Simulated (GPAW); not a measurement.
# InPd (Fm-3m) in GPAW: convergence with bands over the usual count

Aim: find how far bands over the usual count must go before the results for InPd settle, at LDA. This setting moves, with any that are tied to it; all else stays.

Program: GPAW 26.7.0. These are calculated values, not measurements. Logs are shortened: lines on timing, memory, paths and dates and some standing lists are left out, and cuts for length are marked. The log counts tension as positive stress, the text compression.

## Step 1: The structure

The structure is cubic, space group Fm-3m (No. 225). Conventional cell: a = 5.492 Å, b = 5.492 Å, c = 5.492 Å, α = 90.00°, β = 90.00°, γ = 90.00°. In (site symmetry m-3m) is surrounded by 6 Pd at 2.75 Å. Pd (site symmetry m-3m) is surrounded by 6 In at 2.75 Å.

The cell was built by a generator and needn't be a form met in nature.

## Step 2: With bands over the usual count 0.72

Contents of run.py:

```python
from ase import Atoms
from ase.dft.bandgap import bandgap
from ase.io import write
from ase.units import GPa
from gpaw import GPAW, PW

atoms = Atoms(['In', 'Pd'],
              cell=[[0.0, 2.74607, 2.74607],
                    [2.74607, 0.0, 2.74607],
                    [2.74607, 2.74607, 0.0]],
              scaled_positions=[[0.0, 0.0, 0.0],
                                [0.5, 0.5, 0.5]],
              pbc=True)

calc = GPAW(mode=PW(600),
            xc='LDA',
            kpts={'size': (8, 8, 8), 'gamma': True},
            occupations={'name': 'fermi-dirac', 'width': 0.05},
            nbands=19,
            convergence={'density': 1e-05, 'energy': 1e-05},
            maxiter=100,
            txt='gpaw.txt')
atoms.calc = calc
energy = atoms.get_potential_energy()
forces = atoms.get_forces()
stress = atoms.get_stress()
calc.write('gs.gpw')
write('result.traj', atoms)
print(f'Energy: {energy:.6f} eV')
print('Forces (eV/A):')
print(forces.round(4))
print('Stress (GPa):', (stress / GPa).round(3))
print('Fermi level:', round(calc.get_fermi_level(), 4), 'eV')
print(f'Gap: {bandgap(calc)[0]:.4f} eV, direct: {bandgap(calc, direct=True)[0]:.4f} eV')
```

Potentials or basis: the program's PAW data sets (release 1.2.1) made for this functional, pw.

Started as:

```bash
> OMP_NUM_THREADS=1 python run.py
```

Run time: 30 s. Hardware: 1 thread of Arm Neoverse N1, shared host; peak memory 0.16 GiB.

What came out:

```
Free energy            : -9.1353 eV
Pressure               : -8.5 GPa
Band gap on the k mesh : none (metal or under the smearing width)
```

## Step 3: With bands over the usual count 0.8

run.py, as its differences from that of step 2:

```diff
@@ -18,3 +18,3 @@
             occupations={'name': 'fermi-dirac', 'width': 0.05},
-            nbands=19,
+            nbands=21,
             convergence={'density': 1e-05, 'energy': 1e-05},
```

Potentials or basis: the program's PAW data sets (release 1.2.1) made for this functional, pw.

Started as:

```bash
> OMP_NUM_THREADS=1 python run.py
```

Run time: 33 s. Hardware: 1 thread of Arm Neoverse N1, shared host; peak memory 0.16 GiB.

It converged, with:

```yaml
Free_energy: -9.1353 eV
Pressure: -8.5 GPa
Band_gap_on_the_k_mesh: none (metal or under the smearing width)
```

## Step 4: With bands over the usual count 0.9

run.py, as its differences from that of step 3:

```diff
@@ -18,3 +18,3 @@
             occupations={'name': 'fermi-dirac', 'width': 0.05},
-            nbands=21,
+            nbands=24,
             convergence={'density': 1e-05, 'energy': 1e-05},
```

Started as:

```bash
> OMP_NUM_THREADS=1 python run.py
```

Run time: 38 s. Hardware: 1 thread of Arm Neoverse N1, shared host; peak memory 0.17 GiB.

Results (log left out):

```yaml
Free_energy: -9.1353 eV
Pressure: -8.5 GPa
Band_gap_on_the_k_mesh: none (metal or under the smearing width)
```

## Step 5: With bands over the usual count 1

run.py, as its differences from that of step 4:

```diff
@@ -18,3 +18,3 @@
             occupations={'name': 'fermi-dirac', 'width': 0.05},
-            nbands=24,
+            nbands=26,
             convergence={'density': 1e-05, 'energy': 1e-05},
```

Started as:

```bash
> OMP_NUM_THREADS=1 python run.py
```

Run time: 41 s. Hardware: 1 thread of Arm Neoverse N1, shared host; peak memory 0.17 GiB.

Results (log left out):

* Free energy: -9.1353 eV
* Pressure: -8.5 GPa
* Band gap on the k mesh: none (metal or under the smearing width)

## Step 6: With bands over the usual count 1.3

run.py, as its differences from that of step 5:

```diff
@@ -18,3 +18,3 @@
             occupations={'name': 'fermi-dirac', 'width': 0.05},
-            nbands=26,
+            nbands=34,
             convergence={'density': 1e-05, 'energy': 1e-05},
```

Potentials or basis: the program's PAW data sets (release 1.2.1) made for this functional, pw.

Started as:

```bash
> OMP_NUM_THREADS=1 python run.py
```

It took 49 s on 1 thread of Arm Neoverse N1, shared host; peak memory 0.17 GiB.

It converged, with:

- Free energy: -9.1353 eV
- Pressure: -8.5 GPa
- Band gap on the k mesh: none (metal or under the smearing width)

## Step 7: With bands over the usual count 1.7

run.py, as its differences from that of step 6:

```diff
@@ -18,3 +18,3 @@
             occupations={'name': 'fermi-dirac', 'width': 0.05},
-            nbands=34,
+            nbands=44,
             convergence={'density': 1e-05, 'energy': 1e-05},
```

Started as:

```bash
> OMP_NUM_THREADS=1 python run.py
```

Run time: 65 s. Hardware: 1 thread of Arm Neoverse N1, shared host; peak memory 0.18 GiB.

It converged, with:

| Quantity | Value |
| --- | --- |
| Free energy | -9.1353 eV |
| Pressure | -8.5 GPa |
| Band gap on the k mesh | none (metal or under the smearing width) |

## Step 8: With bands over the usual count 2.5

run.py, as its differences from that of step 7:

```diff
@@ -18,3 +18,3 @@
             occupations={'name': 'fermi-dirac', 'width': 0.05},
-            nbands=44,
+            nbands=65,
             convergence={'density': 1e-05, 'energy': 1e-05},
```

Potentials or basis: the program's PAW data sets (release 1.2.1) made for this functional, pw.

Started as:

```bash
> OMP_NUM_THREADS=1 python run.py
```

gpaw.txt:

```text
__  _  _
 | _ |_)|_||  |
 |__||  | ||/\| - 26.7.0

Input parameters:
  mode=PW(ecut=600.0),
  convergence={'density': 1e-05, 'energy': 1e-05},
  kpts=MonkhorstPack(size=(8, 8, 8), gamma=True),
  maxiter=100,
  nbands=65,
  occupations=Occupations(name='fermi-dirac', width=0.05),
  xc=XC(name='LDA')

Diagonalizing LCAO Hamiltonian
Converting LCAO to pw mode

                Pd

       In

Atoms  # Å, Bohr magnetons
|   | symbol |        x |        y |        z |    initial magnetic moments |
|---|--------|----------|----------|----------|-----------------------------|
| 0 |     In | 0.000000 | 0.000000 | 0.000000 | ( 0.0000,  0.0000,  0.0000) |
| 1 |     Pd | 2.746070 | 2.746070 | 2.746070 | ( 0.0000,  0.0000,  0.0000) |

Unit cell  # Å
| periodic |        x |        y |        z |  lengths |    angles |
|----------|----------|----------|----------|----------|-----------|
|      yes | 0.000000 | 2.746070 | 2.746070 | 3.883529 | 60.000000 |
|      yes | 2.746070 | 0.000000 | 2.746070 | 3.883529 | 60.000000 |
|      yes | 2.746070 | 2.746070 | 0.000000 | 3.883529 | 60.000000 |

Number of symmetries: 48
Symmetry operations  # r_c * U_cc + t_c -> r_c
|    | kind |            matrix            |
|----|------|------------------------------|
|  0 |  σ   |  1, 0, 0,  1, 0,-1,  1,-1, 0 |
|  1 |  C2  |  1, 0, 0,  1,-1, 0,  1, 0,-1 |
|  2 |  E   |  1, 0, 0,  0, 1, 0,  0, 0, 1 |
|  3 |  σ   |  1, 0, 0,  0, 0, 1,  0, 1, 0 |
|  4 |  C4  |  1, 0,-1,  1, 0, 0,  1,-1, 0 |
|  5 |  S6  |  1, 0,-1,  1,-1, 0,  1, 0, 0 |
|  6 |  σ   |  1, 0,-1,  0, 1,-1,  0, 0,-1 |
|  7 |  C3  |  1, 0,-1,  0, 0,-1,  0, 1,-1 |
|  8 |  S6  |  1,-1, 0,  1, 0, 0,  1, 0,-1 |
|  9 |  C4  |  1,-1, 0,  1, 0,-1,  1, 0, 0 |
| 10 |  C3  |  1,-1, 0,  0,-1, 1,  0,-1, 0 |
| 11 |  σ   |  1,-1, 0,  0,-1, 0,  0,-1, 1 |
| 12 |  σ   |  0, 1, 0,  1, 0, 0,  0, 0, 1 |
| 13 |  C4  |  0, 1, 0,  0, 1,-1, -1, 1, 0 |
| 14 |  C3  |  0, 1, 0,  0, 0, 1,  1, 0, 0 |
| 15 |  S6  |  0, 1, 0, -1, 1, 0,  0, 1,-1 |
| 16 |  C2  |  0, 1,-1,  1, 0,-1,  0, 0,-1 |
| 17 |  σ   |  0, 1,-1,  0, 1, 0, -1, 1, 0 |
| 18 |  S4  |  0, 1,-1,  0, 0,-1,  1, 0,-1 |
| 19 |  C4  |  0, 1,-1, -1, 1, 0,  0, 1, 0 |
| 20 |  C3  |  0, 0, 1,  1, 0, 0,  0, 1, 0 |
| 21 |  σ   |  0, 0, 1,  0, 1, 0,  1, 0, 0 |
| 22 |  S6  |  0, 0, 1,  0,-1, 1, -1, 0, 1 |
| 23 |  C4  |  0, 0, 1, -1, 0, 1,  0,-1, 1 |
| 24 |  S4  |  0, 0,-1,  1, 0,-1,  0, 1,-1 |
| 25 |  C3  |  0, 0,-1,  0, 1,-1,  1, 0,-1 |
| 26 |  C2  |  0, 0,-1,  0,-1, 0, -1, 0, 0 |
| 27 |  S6  |  0, 0,-1, -1, 0, 0,  0,-1, 0 |
| 28 |  S4  |  0,-1, 1,  1,-1, 0,  0,-1, 0 |
| 29 |  C4  |  0,-1, 1,  0, 0, 1, -1, 0, 1 |
| 30 |  C2  |  0,-1, 1,  0,-1, 0,  1,-1, 0 |
| 31 |  σ   |  0,-1, 1, -1, 0, 1,  0, 0, 1 |
| 32 |  C3  |  0,-1, 0,  1,-1, 0,  0,-1, 1 |
| 33 |  S6  |  0,-1, 0,  0, 0,-1, -1, 0, 0 |
| 34 |  S4  |  0,-1, 0,  0,-1, 1,  1,-1, 0 |
| 35 |  C2  |  0,-1, 0, -1, 0, 0,  0, 0,-1 |
| 36 |  C2  | -1, 1, 0,  0, 1, 0,  0, 1,-1 |
| 37 |  S6  | -1, 1, 0,  0, 1,-1,  0, 1, 0 |
| 38 |  S4  | -1, 1, 0, -1, 0, 1, -1, 0, 0 |
| 39 |  C3  | -1, 1, 0, -1, 0, 0, -1, 0, 1 |
| 40 |  S6  | -1, 0, 1,  0, 0, 1,  0,-1, 1 |
| 41 |  C2  | -1, 0, 1,  0,-1, 1,  0, 0, 1 |
| 42 |  C3  | -1, 0, 1, -1, 1, 0, -1, 0, 0 |
| 43 |  S4  | -1, 0, 1, -1, 0, 0, -1, 1, 0 |
| 44 |  C2  | -1, 0, 0,  0, 0,-1,  0,-1, 0 |
| 45 |  i   | -1, 0, 0,  0,-1, 0,  0, 0,-1 |
| 46 |  σ   | -1, 0, 0, -1, 1, 0, -1, 0, 1 |
| 47 |  C2  | -1, 0, 0, -1, 0, 1, -1, 1, 0 |

BZ-sampling:
  Number of BZ points: 512
  Number of IBZ points: 29

  Monkhorst-Pack size: [8, 8, 8]
  Monkhorst-Pack shift: [0.0625, 0.0625, 0.0625]

K-points  # in reciprocal-cell coordinates
|     |                                coordinates |     weight |
|-----|--------------------------------------------|------------|
|   0 | (  0.00000000,   0.00000000,   0.00000000) | 0.00195312 |
|   1 | (  0.12500000,   0.12500000,   0.00000000) | 0.01171875 |
|   2 | (  0.12500000,   0.12500000,   0.12500000) | 0.01562500 |
|   3 | (  0.25000000,   0.12500000,   0.12500000) | 0.02343750 |
|   4 | (  0.25000000,   0.25000000,   0.00000000) | 0.01171875 |
|   5 | (  0.25000000,   0.25000000,   0.12500000) | 0.04687500 |
|   6 | (  0.25000000,   0.25000000,   0.25000000) | 0.01562500 |
|   7 | (  0.37500000,   0.25000000,  -0.37500000) | 0.04687500 |
|   8 | (  0.37500000,   0.25000000,   0.12500000) | 0.04687500 |
|   9 | (  0.37500000,   0.25000000,   0.25000000) | 0.04687500 |
| ... |                                            |            |
|  28 | (  0.50000000,   0.50000000,   0.50000000) | 0.00781250 |

Plane wave coefficients: 1411
Cutoff: 600.0 eV

Spin-components: 1 (collinear spins)
Bands:           65
Projectors:      12
Spin-degeneracy: 2
Datatype:        complex128

Parallelization:
  kpt:    1
  domain: 1
  band:   1

Density:
  Valence electrons: 29.0
  Components: 1
  Grid points: [24 24 24]
  Charge: 0.0  # |e|

Potential:
  Grid points: [24 24 24]

species:
  In:
    name:    Indium
    Z:       49.0
    valence: 13
    core:    36
    charge:  0.0  # [|e|]
    compensation charges:
      type: gauss
      rc: 0.36  # [Å]
      lmax: 2
    cutoffs:
      filter: 2.09  # [Å]
      core: 2.48  # [Å]
    projectors
    | kind |    occ | energy [eV] | rcut [Å] |
    |------|--------|-------------|----------|
    |   5s |  2.000 |      -8.474 |    1.185 |
    |   5p |  1.000 |      -2.700 |    1.244 |
    |   4d | 10.000 |     -18.723 |    1.148 |
    |    s |        |      18.738 |    1.185 |
    |    p |        |      24.512 |    1.244 |
    |    d |        |       8.489 |    1.148 |

    Using partial waves for In as LCAO basis

  Pd:
    name:    Palladium
    Z:       46.0
    valence: 16
    core:    30
    charge:  0.0  # [|e|]
    compensation charges:
      type: gauss
      rc: 0.38  # [Å]
      lmax: 2
    cutoffs:
      filter: 2.38  # [Å]
      core: 2.28  # [Å]
    projectors
    | kind |    occ | energy [eV] | rcut [Å] |
    |------|--------|-------------|----------|
    |   5s |  0.000 |      -3.604 |    1.228 |
    |   4p |  6.000 |     -51.371 |    1.360 |
    |   5p |  0.000 |      -0.356 |    1.360 |
    |   4d | 10.000 |      -4.308 |    1.228 |
    |    s |        |      23.607 |    1.228 |
    |    d |        |      22.904 |    1.228 |

    Using partial waves for Pd as LCAO basis

Reference energy: -296932.368519  # eV

eigensolver:
  PPCG
  Converge bands: occupied
  niter=2

density mixing:
  MSR1-Mixer
  Pratt-step length: 0.05
  Maximum mixing coefficient: 0.75
  Old densities: 10
  SVD Regularization: 0.005
  Good broyden scale: 1.0
  Trust region scale: 1.0
  Backstep threshold: 4.0
  History deletion threshold: 6.0
  Fourier metric: weight=20.0, sigma=0.015

occupation numbers:
  Fermi-Dirac:
    width: 0.0500  # eV

poisson solver:
  ecut: 4800.0  # eV

xc functional:
  name: None

convergence criteria:
- Maximum integral of absolute [dens]ity change: 1e-05 electrons / valence electron
- Maximum [total energy] change in last 3 cyles: 1e-05 eV / valence electron
- Maximum integral of absolute [eigenst]ate change: 4e-08 eV^2 / valence electron
maximum number of iterations: 100

SCF iterations
|iter     | |      energy | eigst |  dens |
|---------|-|-------------|-------|-------|
|iter:   1| |  -10.821003 | +0.35 |       |
|iter:   2| |  -10.229358 | -1.82 | -1.05 |
|iter:   3| |   -9.177478 | -2.60 | -1.13 |
|iter:   4| |   -9.146904 | -4.30 | -1.89 |
|iter:   5| |   -9.130962 | -4.23 | -1.99 |
|iter:   6| |   -9.130420 | -5.25 | -2.77 |
|iter:   7| |   -9.130414 | -7.09 | -3.70 |
|iter:   8| |   -9.130414c| -7.33 | -4.08 |
|iter:   9| |   -9.130414c| -8.22c| -5.04c|

Converged in 9 steps
Energy contributions relative to reference atoms: (reference = -296932.368519)

Energy contributions:
  Kinetic:           3.567559
  Coulomb:          -7.060101
  Zero:             -0.115109
  External:          0.000000
  Xc:               -5.517838
  Entropy:          -0.009851
  Spinorbit:         0.000000
  ----------------------------
  Free energy:      -9.135339
  Extrapolated:     -9.130414

dipole moment: (-18.621173, -18.621173, -18.621173)  # |e|*Ang

Fermi level: 7.298
Eigenvalues  # (at kpt = [0.000, 0.000, 0.000])
| band index |      eig [eV] | occ [0-2] |
|------------|---------------|-----------|
|          0 |       -42.768 |     2.000 |
|        ... |               |           |
|          6 |        -6.951 |     2.000 |
|          7 |        -6.951 |     2.000 |
|          8 |        -1.505 |     2.000 |
|          9 |         4.527 |     2.000 |
|         10 |         4.527 |     2.000 |
|         11 |         4.527 |     2.000 |
[... 8 lines left out ...]
|         20 |        19.374 |     0.000 |
|         21 |        19.374 |     0.000 |
|        ... |               |           |
|         64 |        62.979 |     0.000 |

No gap
No difference between direct/indirect transitions

Forces  # eV/Ang
|        x |       y |        z |
|----------|---------|----------|
|  0.00000 | 0.00000 |  0.00000 |  # In   0
| -0.00000 | 0.00000 | -0.00000 |  # Pd   1

Stress tensor  # eV/Ang^3
|        x |        y |        z |
|----------|----------|----------|
| 0.052824 | 0.000000 | 0.000000 |
| 0.000000 | 0.052824 | 0.000000 |
| 0.000000 | 0.000000 | 0.052824 |

# Writing to gs.gpw (mode='')
```

stdout:

```text
Energy: -9.130414 eV
Forces (eV/A):
[[ 0.  0.  0.]
 [-0.  0. -0.]]
Stress (GPa): [8.463 8.463 8.463 0.    0.    0.   ]
Fermi level: 7.2979 eV
Gap: 0.0000 eV, direct: 0.0000 eV
```

Wall time 96 s (1 thread of Arm Neoverse N1, shared host); peak memory 0.19 GiB.

What came out:

* Free energy: -9.1353 eV
* Pressure: -8.5 GPa
* Band gap on the k mesh: none (metal or under the smearing width)

## Step 9: The series at a glance

```csv
bands over the usual count,"energy less the tightest run, at zero smearing (meV/atom)",SCF cycles,CPU time (s),peak memory (GiB)
0.72,0.00,9,30,0.16
0.8,0.00,9,33,0.16
0.9,0.00,10,38,0.17
1,0.00,10,41,0.17
1.3,0.00,9,49,0.17
1.7,0.00,10,65,0.18
2.5,0.00,9,94,0.19
```

Against the tightest run, the energy stays within 1 meV/atom from 0.72 on. The tightest run that finished is the yardstick and may itself not be fully converged.
